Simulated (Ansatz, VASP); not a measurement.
**BaS in VASP and in Ansatz**

```
CELL_PARAMETERS angstrom
0.00000 3.22568 3.22568
3.22568 0.00000 3.22568
3.22568 3.22568 0.00000
ATOMIC_POSITIONS crystal
Ba 0.00000 0.00000 0.00000
S 0.50000 0.50000 0.50000
```

Alike in both runs: task relaxation of cell and atoms; functional PBE; k mesh 8 × 8 × 8; occupations gaussian, width 0.02 eV; no spin polarisation.

|  | VASP | Ansatz |
| --- | --- | --- |
| version | VASP 6.6.1 | Ansatz 0.2.0 |
| potentials or method | VASP PAW PBE potentials, release 64 (Ba_sv, S) | scalar-relativistic, plane waves, PAW |
| plane-wave cutoff (eV) | 600 | 420 |
| valence electrons in the cell | 16 | 16 |

|  | VASP | Ansatz | Ansatz less VASP |
| --- | --- | --- | --- |
| gap on the k mesh at the Fermi level, each at its own relaxed structure (eV) | 2.16 | 2.23 | +0.073 |
| relaxed volume (Å³/atom) | 33.67 | 33.21 | -0.464 |
| relaxed cell length with the largest relative difference (Å) | 4.567 | 4.546 | -0.0211 |

Caveats: spin-orbit coupling is left out, which moves the levels of the heavy elements. As with any semilocal functional, this PBE gap is likely too small. A k mesh can miss the band edges.
